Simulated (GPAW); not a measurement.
# Quasiparticle gap of BaS (Fm-3m) in GPAW

Aim: the G0W0 gap of BaS (Fm-3m) on PBE, step by step.

Program: GPAW 26.7.0. Level of theory: PBE and many-body steps on it, plane waves. Results are calculated unless marked as measured.

### Step 1. The structure

The structure is cubic, space group Fm-3m (No. 225). The conventional cell has a = 6.388 Å, b = 6.388 Å, c = 6.388 Å, α = 90.00°, β = 90.00°, γ = 90.00°. Nearest to Ba lie 6 S at 3.19 Å. Nearest to S lie 6 Ba at 3.19 Å. Farther neighbours and most contacts between anions are not listed.

The cell and positions come from the Crystallography Open Database and are kept as given unless a step says otherwise. Spin-orbit coupling is left out unless a step names it.

### Step 2. Ground state

This step: GPAW 26.7.0; DFT, PBE, plane waves, PAW.

The ground-state density comes first.

Contents of run.py:

```python
import json
import numpy as np
from gpaw.mpi import world
from ase import Atoms
from gpaw import GPAW, PW, FermiDirac

atoms = Atoms(['Ba', 'S'],
    cell=[[0.0000000000, 3.1937500000, 3.1937500000],
      [3.1937500000, 0.0000000000, 3.1937500000],
      [3.1937500000, 3.1937500000, 0.0000000000]],
    scaled_positions=[[0.0000000000, 0.0000000000, 0.0000000000],
      [0.5000000000, 0.5000000000, 0.5000000000]],
    pbc=(True, True, True))
calc = GPAW(mode=PW(450),
    xc='PBE',
    kpts={'size': (6, 6, 6), 'gamma': True},
    occupations=FermiDirac(0.001),
    nbands=-7,
    convergence={'density': 1e-6, 'bands': -3},
    maxiter=100,
    txt='gs.txt')
atoms.calc = calc
res = {'energy': atoms.get_potential_energy()}
kpts = calc.get_ibz_k_points()
res['kpts'] = kpts
res['eigenvalues'] = [calc.get_eigenvalues(kpt=k) for k in range(len(kpts))]
res['n_electrons'] = calc.get_number_of_electrons()
calc.write('gs.gpw')

if world.rank == 0:
    with open('result.json', 'w') as f:
        json.dump(res, f, default=lambda x: x.tolist())
```

Run with:

```
mpirun -n 4 gpaw python run.py
```

Numbers of over 12 decimals in the logs are rounded to 6 here.

The log of the run:

```text
__  _  _
 | _ |_)|_||  |
 |__||  | ||/\| - 26.7.0

Input parameters:
  mode=PW(ecut=450.000000),
  convergence={'density': 1e-06, 'bands': -3},
  kpts=MonkhorstPack(size=(6, 6, 6), gamma=True),
  maxiter=100,
  nbands=-7,
  occupations=Occupations(name='fermi-dirac', width=0.001, fixmagmom=False),
  xc=XC(name='PBE')
  [... matrices ...]
Diagonalizing LCAO Hamiltonian
Converting LCAO to pw mode

                 S

       Ba

Atoms  # Å, Bohr magnetons
|   | symbol |        x |        y |        z |    initial magnetic moments |
| 0 |     Ba | 0.000000 | 0.000000 | 0.000000 | ( 0.0000,  0.0000,  0.0000) |
| 1 |      S | 3.193750 | 3.193750 | 3.193750 | ( 0.0000,  0.0000,  0.0000) |

Unit cell  # Å
| periodic |        x |        y |        z |  lengths |    angles |
|      yes | 0.000000 | 3.193750 | 3.193750 | 4.516645 | 60.000000 |
|      yes | 3.193750 | 0.000000 | 3.193750 | 4.516645 | 60.000000 |
|      yes | 3.193750 | 3.193750 | 0.000000 | 4.516645 | 60.000000 |

Number of symmetries: 48
Symmetry operations  # r_c * U_cc + t_c -> r_c
|    | kind |            matrix            |
|  0 |  σ   |  1, 0, 0,  1, 0,-1,  1,-1, 0 |
|  1 |  C2  |  1, 0, 0,  1,-1, 0,  1, 0,-1 |
|  2 |  E   |  1, 0, 0,  0, 1, 0,  0, 0, 1 |
|  3 |  σ   |  1, 0, 0,  0, 0, 1,  0, 1, 0 |
|  4 |  C4  |  1, 0,-1,  1, 0, 0,  1,-1, 0 |
|  5 |  S6  |  1, 0,-1,  1,-1, 0,  1, 0, 0 |
|  6 |  σ   |  1, 0,-1,  0, 1,-1,  0, 0,-1 |
|  7 |  C3  |  1, 0,-1,  0, 0,-1,  0, 1,-1 |
|  8 |  S6  |  1,-1, 0,  1, 0, 0,  1, 0,-1 |
|  9 |  C4  |  1,-1, 0,  1, 0,-1,  1, 0, 0 |
| 10 |  C3  |  1,-1, 0,  0,-1, 1,  0,-1, 0 |
| 11 |  σ   |  1,-1, 0,  0,-1, 0,  0,-1, 1 |
| 12 |  σ   |  0, 1, 0,  1, 0, 0,  0, 0, 1 |
| 13 |  C4  |  0, 1, 0,  0, 1,-1, -1, 1, 0 |
| 14 |  C3  |  0, 1, 0,  0, 0, 1,  1, 0, 0 |
| 15 |  S6  |  0, 1, 0, -1, 1, 0,  0, 1,-1 |
| 16 |  C2  |  0, 1,-1,  1, 0,-1,  0, 0,-1 |
| 17 |  σ   |  0, 1,-1,  0, 1, 0, -1, 1, 0 |
| 18 |  S4  |  0, 1,-1,  0, 0,-1,  1, 0,-1 |
| 19 |  C4  |  0, 1,-1, -1, 1, 0,  0, 1, 0 |
| 20 |  C3  |  0, 0, 1,  1, 0, 0,  0, 1, 0 |
| 21 |  σ   |  0, 0, 1,  0, 1, 0,  1, 0, 0 |
| 22 |  S6  |  0, 0, 1,  0,-1, 1, -1, 0, 1 |
| 23 |  C4  |  0, 0, 1, -1, 0, 1,  0,-1, 1 |
| 24 |  S4  |  0, 0,-1,  1, 0,-1,  0, 1,-1 |
| 25 |  C3  |  0, 0,-1,  0, 1,-1,  1, 0,-1 |
| 26 |  C2  |  0, 0,-1,  0,-1, 0, -1, 0, 0 |
| 27 |  S6  |  0, 0,-1, -1, 0, 0,  0,-1, 0 |
| 28 |  S4  |  0,-1, 1,  1,-1, 0,  0,-1, 0 |
| 29 |  C4  |  0,-1, 1,  0, 0, 1, -1, 0, 1 |
| 30 |  C2  |  0,-1, 1,  0,-1, 0,  1,-1, 0 |
| 31 |  σ   |  0,-1, 1, -1, 0, 1,  0, 0, 1 |
| 32 |  C3  |  0,-1, 0,  1,-1, 0,  0,-1, 1 |
| 33 |  S6  |  0,-1, 0,  0, 0,-1, -1, 0, 0 |
| 34 |  S4  |  0,-1, 0,  0,-1, 1,  1,-1, 0 |
| 35 |  C2  |  0,-1, 0, -1, 0, 0,  0, 0,-1 |
| 36 |  C2  | -1, 1, 0,  0, 1, 0,  0, 1,-1 |
| 37 |  S6  | -1, 1, 0,  0, 1,-1,  0, 1, 0 |
| 38 |  S4  | -1, 1, 0, -1, 0, 1, -1, 0, 0 |
| 39 |  C3  | -1, 1, 0, -1, 0, 0, -1, 0, 1 |
| 40 |  S6  | -1, 0, 1,  0, 0, 1,  0,-1, 1 |
| 41 |  C2  | -1, 0, 1,  0,-1, 1,  0, 0, 1 |
| 42 |  C3  | -1, 0, 1, -1, 1, 0, -1, 0, 0 |
| 43 |  S4  | -1, 0, 1, -1, 0, 0, -1, 1, 0 |
| 44 |  C2  | -1, 0, 0,  0, 0,-1,  0,-1, 0 |
| 45 |  i   | -1, 0, 0,  0,-1, 0,  0, 0,-1 |
| 46 |  σ   | -1, 0, 0, -1, 1, 0, -1, 0, 1 |
| 47 |  C2  | -1, 0, 0, -1, 0, 1, -1, 1, 0 |

BZ-sampling:
  Number of BZ points: 216
  Number of IBZ points: 16

  Monkhorst-Pack size: [6, 6, 6]
  Monkhorst-Pack shift: [0.083333, 0.083333, 0.083333]

K-points  # in reciprocal-cell coordinates
|     |                                coordinates |     weight |
|   0 | (  0.00000000,   0.00000000,   0.00000000) | 0.00462963 |
|   1 | (  0.16666667,   0.16666667,   0.00000000) | 0.02777778 |
|   2 | (  0.16666667,   0.16666667,   0.16666667) | 0.03703704 |
|   3 | (  0.33333333,   0.16666667,   0.16666667) | 0.05555556 |
|   4 | (  0.33333333,   0.33333333,  -0.33333333) | 0.05555556 |
|   5 | (  0.33333333,   0.33333333,   0.00000000) | 0.02777778 |
|   6 | (  0.33333333,   0.33333333,   0.16666667) | 0.11111111 |
|   7 | (  0.33333333,   0.33333333,   0.33333333) | 0.03703704 |
|   8 | (  0.50000000,   0.33333333,  -0.33333333) | 0.11111111 |
|   9 | (  0.50000000,   0.33333333,  -0.16666667) | 0.05555556 |
| ... |                                            |            |
|  15 | (  0.50000000,   0.50000000,   0.50000000) | 0.01851852 |

Plane wave coefficients: 1428
Cutoff: 450.000000 eV

Spin-components: 1 (collinear spins)
Bands:           15
Projectors:      11
Spin-degeneracy: 2
Datatype:        complex128

  Storage: CPU
  Wave functions: 5_418_240 bytes (1_354_560 per core)
  Projectors: 7_946_752 bytes (1_986_688 per core)
  [... matrices ...]
Parallelization:
  kpt:    4
  domain: 1
  band:   1

Density:
  Valence electrons: 16.0
  Components: 1
  Grid points: [24 24 24]
  Charge: 0.0  # |e|

Potential:
  Grid points: [24 24 24]

species:
  Ba:
    name:    Barium
    Z:       56.0
    valence: 10
    core:    46
    charge:  0.0  # [|e|]
    compensation charges:
      type: gauss
      rc: 0.37  # [Å]
      lmax: 2
    cutoffs:
      filter: 2.06  # [Å]
      core: 2.33  # [Å]
    projectors
    | kind |    occ | energy [eV] | rcut [Å] |
    |   5s |  2.000 |     -33.644 |    1.164 |
    |   6s |  2.000 |      -3.229 |    1.164 |
    |   5p |  6.000 |     -18.744 |    1.164 |
    |    p |        |       0.000 |    1.164 |
    |    d |        |       0.000 |    1.164 |
    |    d |        |      27.211 |    1.164 |

    Using partial waves for Ba as LCAO basis

  S:
    name:    Sulfur
    Z:       16.0
    valence: 6
    core:    10
    charge:  0.0  # [|e|]
    compensation charges:
      type: gauss
      rc: 0.24  # [Å]
      lmax: 2
    cutoffs:
      filter: 1.77  # [Å]
      core: 1.66  # [Å]
    projectors
    | kind |    occ | energy [eV] | rcut [Å] |
    |   3s |  2.000 |     -17.254 |    0.974 |
    |   3p |  4.000 |      -7.008 |    0.979 |
    |    s |        |       9.957 |    0.974 |
    |    p |        |      20.203 |    0.979 |
    |    d |        |       0.000 |    0.900 |

    Using partial waves for S as LCAO basis

Reference energy: -232135.462409  # eV

eigensolver:
  PPCG
  Converge bands: -3
  niter=2

density mixing:
  MSR1-Mixer
  Pratt-step length: 0.05
  Maximum mixing coefficient: 0.75
  Old densities: 10
  SVD Regularization: 0.005
  Good broyden scale: 1.0
  Trust region scale: 1.0
  Backstep threshold: 4.0
  History deletion threshold: 6.0
  Fourier metric: weight=20.0, sigma=0.015

occupation numbers:
  Fermi-Dirac:
    width: 0.0010  # eV

poisson solver:
  ecut: 3600.000000  # eV

xc functional:
  name: PBE with 2 nearest neighbor stencil

Initialization done in: 1.192 s

convergence criteria:
- Maximum integral of absolute [dens]ity change: 1e-06 electrons / valence electron
- Maximum [total energy] change in last 3 cyles: 0.0005 eV / valence electron
- Maximum integral of absolute [eigenst]ate change: 4e-08 eV^2 / valence electron
maximum number of iterations: 100

SCF iterations
|iter     |     time |      energy | eigst |  dens |
|iter:   1|  |  -10.583186 | +1.61 |       |
|iter:   2|  |  -10.485943 | +0.55 | -1.03 |
|iter:   3|  |  -10.146256 | +0.12 | -1.08 |
|iter:   4|  |  -10.152657 | -0.75 | -1.55 |
|iter:   5|  |  -10.156645 | -1.78 | -1.91 |
|iter:   6|  |  -10.156806c| -3.00 | -2.80 |
|iter:   7|  |  -10.156812c| -3.93 | -3.50 |
|iter:   8|  |  -10.156813c| -4.74 | -3.91 |
|iter:   9|  |  -10.156813c| -5.59 | -5.14 |
|iter:  10|  |  -10.156813c| -6.63 | -5.55 |
|iter:  11|  |  -10.156813c| -7.57c| -6.60c|

Converged in 11 steps
SCF loop duration: 2.771 s (0.252 s/step)
Energy contributions relative to reference atoms: (reference = -232135.462409)
  [... matrices ...]
Energy contributions:
  Kinetic:          11.577368
  Coulomb:         -10.097637
  Zero:             -0.037831
  External:          0.000000
  Xc:              -11.598714
  Entropy:          -0.000000
  Spinorbit:         0.000000
  ----------------------------
  Free energy:     -10.156813
  Extrapolated:    -10.156813

dipole moment: (-38.646445, -38.646445, -38.646445)  # |e|*Ang

Fermi level: 6.031
Eigenvalues  # (at kpt = [0.000, 0.000, 0.000])
| band index |      eig [eV] | occ [0-2] |
|          0 |       -21.163 |     2.000 |
|          1 |        -6.250 |     2.000 |
|          2 |        -6.250 |     2.000 |
|          3 |        -6.250 |     2.000 |
|          4 |        -5.479 |     2.000 |
|          5 |         4.862 |     2.000 |
|          6 |         4.862 |     2.000 |
|          7 |         4.862 |     2.000 |
|          8 |         8.483 |     0.000 |
|          9 |         8.753 |     0.000 |
|         10 |         8.753 |     0.000 |
|         11 |         8.753 |     0.000 |
|         12 |         9.675 |     0.000 |
|         13 |         9.675 |     0.000 |
|         14 |        13.492 |     0.000 |

Gap: 2.132 eV
Transition (v -> c):
  (s=0, k=0, n=7, [0.00, 0.00, 0.00]) -> (s=0, k=12, n=8, [0.50, 0.50, 0.00])
Direct/indirect transitions are different
Direct gap: 2.262 eV
Transition at: (s=0, k=12, n=7, [0.50, 0.50, 0.00])
# Writing to gs.gpw (mode='')
  [... matrices ...]
```

It took 5.8 s on 4 MPI ranks of Arm Neoverse V1, shared host; peak memory 0.62 GiB; 23 s of CPU time.

This step gave:

| Property | Result |
| --- | --- |
| total energy | -10.16 eV |
| gap | 2.132 eV |
| k of the valence top | 0, 0, 0 |
| k of the conduction bottom | 0.5, 0.5, 0 |
| least direct gap | 2.262 eV |

The gap is indirect, with the least direct gap 0.13 eV higher.

### Step 3. Bands along the symmetry lines

The cheap functional maps the bands first; the places of the edges decide which points the dearer methods must see.

Contents of run.py:

```python
import json
import numpy as np
from gpaw.mpi import world
from gpaw import GPAW

path = [[0.000000, 0.000000, 0.000000],
    [0.062500, 0.000000, 0.062500],
    [0.125000, 0.000000, 0.125000],
    [0.187500, 0.000000, 0.187500],
    [0.250000, 0.000000, 0.250000],
    [0.312500, 0.000000, 0.312500],
    [0.375000, 0.000000, 0.375000],
    [0.437500, 0.000000, 0.437500],
    [0.500000, 0.000000, 0.500000],
    [0.515625, 0.031250, 0.515625],
    [0.531250, 0.062500, 0.531250],
    [0.546875, 0.093750, 0.546875],
    [0.562500, 0.125000, 0.562500],
    [0.578125, 0.156250, 0.578125],
    [0.593750, 0.187500, 0.593750],
    [0.609375, 0.218750, 0.609375],
    [0.625000, 0.250000, 0.625000],
    [0.375000, 0.375000, 0.750000],
    [0.328125, 0.328125, 0.656250],
    [0.281250, 0.281250, 0.562500],
    [0.234375, 0.234375, 0.468750],
    [0.187500, 0.187500, 0.375000],
    [0.140625, 0.140625, 0.281250],
    [0.093750, 0.093750, 0.187500],
    [0.046875, 0.046875, 0.093750],
    [0.000000, 0.000000, 0.000000],
    [0.062500, 0.062500, 0.062500],
    [0.125000, 0.125000, 0.125000],
    [0.187500, 0.187500, 0.187500],
    [0.250000, 0.250000, 0.250000],
    [0.312500, 0.312500, 0.312500],
    [0.375000, 0.375000, 0.375000],
    [0.437500, 0.437500, 0.437500],
    [0.500000, 0.500000, 0.500000],
    [0.500000, 0.468750, 0.531250],
    [0.500000, 0.437500, 0.562500],
    [0.500000, 0.406250, 0.593750],
    [0.500000, 0.375000, 0.625000],
    [0.500000, 0.343750, 0.656250],
    [0.500000, 0.312500, 0.687500],
    [0.500000, 0.281250, 0.718750],
    [0.500000, 0.250000, 0.750000],
    [0.500000, 0.218750, 0.718750],
    [0.500000, 0.187500, 0.687500],
    [0.500000, 0.156250, 0.656250],
    [0.500000, 0.125000, 0.625000],
    [0.500000, 0.093750, 0.593750],
    [0.500000, 0.062500, 0.562500],
    [0.500000, 0.031250, 0.531250],
    [0.500000, 0.000000, 0.500000]]
calc = GPAW('gs.gpw').fixed_density(kpts=path,
    symmetry='off',
    nbands=18,
    convergence={'bands': 14},
    txt='bands.txt')
res = {}
kpts = calc.get_ibz_k_points()
res['kpts'] = kpts
res['eigenvalues'] = [calc.get_eigenvalues(kpt=k) for k in range(len(kpts))]
res['n_electrons'] = calc.get_number_of_electrons()

if world.rank == 0:
    with open('result.json', 'w') as f:
        json.dump(res, f, default=lambda x: x.tolist())
```

Run with:

```
mpirun -n 4 gpaw python run.py
```

The log of the run:

```text
Diagonalizing LCAO Hamiltonian
Converting LCAO to pw mode
convergence criteria:
- Maximum integral of absolute [eigenst]ate change: 4e-08 eV^2 / valence electron
maximum number of iterations: 100

SCF iterations
|iter     |     time |      energy | eigst |  dens |
|iter:   1|  |             | +2.02 |       |
|iter:   2|  |             | +1.16 |       |
|iter:   3|  |             | +0.16 |       |
[...]
|iter:   8|  |             | -6.16 |       |
|iter:   9|  |             | -7.35 |       |
|iter:  10|  |             | -8.03c|       |
SCF steps: 10
  __  _  _
 | _ |_)|_||  |
 |__||  | ||/\| - 26.7.0

Input parameters:
  mode=PW(ecut=450.000000),
  convergence={'bands': 14},
  gpts=array([24, 24, 24]),
  kpts=KPoints(kpts=array([[0.      , 0.      , 0.      ],
         [0.0625  , 0.      , 0.0625  ],
         [0.125   , 0.      , 0.125   ],
         [0.1875  , 0.      , 0.1875  ],
[...]
[0.515625, 0.03125 , 0.515625],
[...]
[0.546875, 0.09375 , 0.546875],
[...]
[0.578125, 0.15625 , 0.578125],
[...]
[0.609375, 0.21875 , 0.609375],
[...]
[0.328125, 0.328125, 0.65625 ],
[...]
[0.234375, 0.234375, 0.46875 ],
[...]
[0.140625, 0.140625, 0.28125 ],
[...]
[0.046875, 0.046875, 0.09375 ],
[...]
[0.5     , 0.0625  , 0.5625  ],
         [0.5     , 0.03125 , 0.53125 ],
         [0.5     , 0.      , 0.5     ]])),
  maxiter=100,
  nbands=18,
  occupations=Occupations(name='fermi-dirac', width=0.001, fixmagmom=False),
  parallel={},
  symmetry=Symmetry(point_group=False, time_reversal=False),
  xc=XC(name='PBE')
  [... matrices ...]
timing:  # [seconds]
  Total: 0.028  # ━━━━━━━━━━━━━━━━━━━━━━━━━━━━━━━━━━━━━━━━━━━━━━━━━━━━━━━━━━━
```

It took 9.2 s on 4 MPI ranks; peak memory 0.67 GiB.

This step gave:

| Item | Value |
| --- | --- |
| gap | 2.132 eV |
| k of the valence top | 0, 0, 0 |
| k of the conduction bottom | 0.5, 0, 0.5 |
| least direct gap | 2.262 eV |

The gap is 2.132 eV, as in the run before at this level.

Electronic bands along the path, in eV, zero at the top of the highest filled band; v1 is the highest filled band, c1 the lowest empty one:

| point | v4 | v3 | v2 | v1 | c1 | c2 | c3 | c4 |
| --- | --- | --- | --- | --- | --- | --- | --- | --- |
| Γ | -10.34 | 0.00 | 0.00 | 0.00 | 3.62 | 3.89 | 3.89 | 3.89 |
| halfway | -9.74 | -1.27 | -0.16 | -0.16 | 2.82 | 4.73 | 5.31 | 5.75 |
| X | -10.25 | -0.51 | -0.13 | -0.13 | 2.13 | 5.95 | 6.05 | 7.52 |
| halfway | -10.08 | -0.51 | -0.40 | -0.28 | 2.47 | 6.32 | 6.35 | 6.88 |
| U | -9.75 | -0.93 | -0.60 | -0.52 | 3.31 | 5.97 | 6.61 | 6.77 |
| jump to K | -9.75 | -0.93 | -0.60 | -0.52 | 3.31 | 5.97 | 6.61 | 6.77 |
| halfway | -9.48 | -1.39 | -0.87 | -0.32 | 4.08 | 4.73 | 5.02 | 5.90 |
| Γ | -10.34 | 0.00 | 0.00 | 0.00 | 3.62 | 3.89 | 3.89 | 3.89 |
| halfway | -9.57 | -1.13 | -0.61 | -0.61 | 4.11 | 4.77 | 4.77 | 5.40 |
| L | -9.11 | -1.91 | -1.07 | -1.07 | 5.56 | 5.68 | 6.33 | 6.33 |
| halfway | -9.41 | -1.46 | -0.85 | -0.77 | 4.70 | 4.88 | 6.67 | 6.90 |
| W | -9.71 | -1.10 | -0.48 | -0.48 | 4.30 | 4.30 | 6.31 | 6.89 |
| halfway | -9.96 | -0.65 | -0.52 | -0.30 | 2.78 | 6.12 | 6.17 | 6.89 |
| X | -10.25 | -0.51 | -0.13 | -0.13 | 2.13 | 5.95 | 6.05 | 7.52 |

The electronic bands as a text plot (rows in eV, shown from -8.0 to 4.8 only):

```
    4.5 |+ +++++            +++++++++ ++   +++++      ++++++
    4.0 |++++              +    +++++++++++++              +
    3.5 |+ ++             +           ++                    +
    2.9 |    +++         +                                   +
    2.4 |       +++++ +++                                     +++
    1.9 |            +
    1.3 |
    0.8 |
    0.3 |
   -0.3 |***********************************             ********
   -0.8 |  **     ***   *************      ****** *******   **
   -1.3 |    *****         ********         ***  *    ******
   -1.9 |                                      *******
   -2.4 |
   -2.9 |
   -3.5 |
   -4.0 |
   -4.5 |
   -5.1 |
   -5.6 |
   -6.1 |
   -6.7 |
   -7.2 |
   -7.7 |
         Γ           X  U|K            Γ         L        W     X
```

### Step 4. Empty states on the mesh, 4×4×4 mesh, 778 bands

The sums over transitions need many empty states on a uniform mesh; this step solves for them.

Contents of run.py:

```python
import json
import numpy as np
from gpaw.mpi import world
from gpaw import GPAW

calc = GPAW('gs.gpw').fixed_density(kpts={'size': (4, 4, 4), 'gamma': True},
    parallel={'domain': 1, 'band': 1},
    txt='nscf.txt')
calc.diagonalize_full_hamiltonian(nbands=778)
calc.write('full.gpw', mode='all')
res = {}
kpts = calc.get_ibz_k_points()
res['kpts'] = kpts
res['eigenvalues'] = [calc.get_eigenvalues(kpt=k) for k in range(len(kpts))]
res['n_electrons'] = calc.get_number_of_electrons()

if world.rank == 0:
    with open('result.json', 'w') as f:
        json.dump(res, f, default=lambda x: x.tolist())
```

Run with:

```
mpirun -n 4 gpaw python run.py
```

The log of the run:

```text
Diagonalizing LCAO Hamiltonian
Converting LCAO to pw mode
convergence criteria:
- Maximum integral of absolute [eigenst]ate change: 4e-08 eV^2 / valence electron
maximum number of iterations: 100

SCF iterations
|iter     |     time |      energy | eigst |  dens |
|iter:   1|  |             | +1.71 |       |
|iter:   2|  |             | +0.53 |       |
|iter:   3|  |             | -0.19 |       |
[...]
|iter:  11|  |             | -6.39 |       |
|iter:  12|  |             | -7.06 |       |
|iter:  13|  |             | -7.67c|       |
SCF steps: 13
  __  _  _
 | _ |_)|_||  |
 |__||  | ||/\| - 26.7.0

Input parameters:
  mode=PW(ecut=450.000000),
  convergence={'density': 1e-06, 'bands': -3},
  gpts=array([24, 24, 24]),
  kpts=MonkhorstPack(size=(4, 4, 4), gamma=True),
  maxiter=100,
  nbands=15,
  occupations=Occupations(name='fermi-dirac', width=0.001, fixmagmom=False),
  parallel={'domain': 1, 'band': 1},
  xc=XC(name='PBE')
Matrix size: 1411x1411
# Writing to full.gpw (mode='all')
  [... matrices ...]

timing:  # [seconds]
  Total: 9.264  # ━━━━━━━━━━━━━━━━━━━━━━━━━━━━━━━━━━━━━━━━━━━━━━━━━━━━━━━━━━━
```

The job ended after 14 s (4 MPI ranks; peak memory 1.4 GiB).

This step gave:

| Item | Value |
| --- | --- |
| gap | 2.132 eV |
| k of the valence top | 0, 0, 0 |
| k of the conduction bottom | 0.5, 0.5, 0 |
| least direct gap | 2.262 eV |
| k points computed | 8 |
| lowest point of the top converged band, above the valence top | 288.6288 eV |

On this mesh the gap is 2.132 eV.

(Continued in part 2 of 2.)

[Paths, hosts, dates, memory and timing lines, banners, echoed tables and standing remarks are left out of the program output.]

[Logs are printed without paths, hosts, clocks, repeated set-up lines and the standing remarks that a program may print on its own settings, such as how far it seeks lower states.]

[Runs of the session that timed out or met a known fault of the program may be left out.]

[Hosts, paths, dates, database ids (printed as entryN), source tags and the programs' standing remarks are cut or masked in the printed files.]
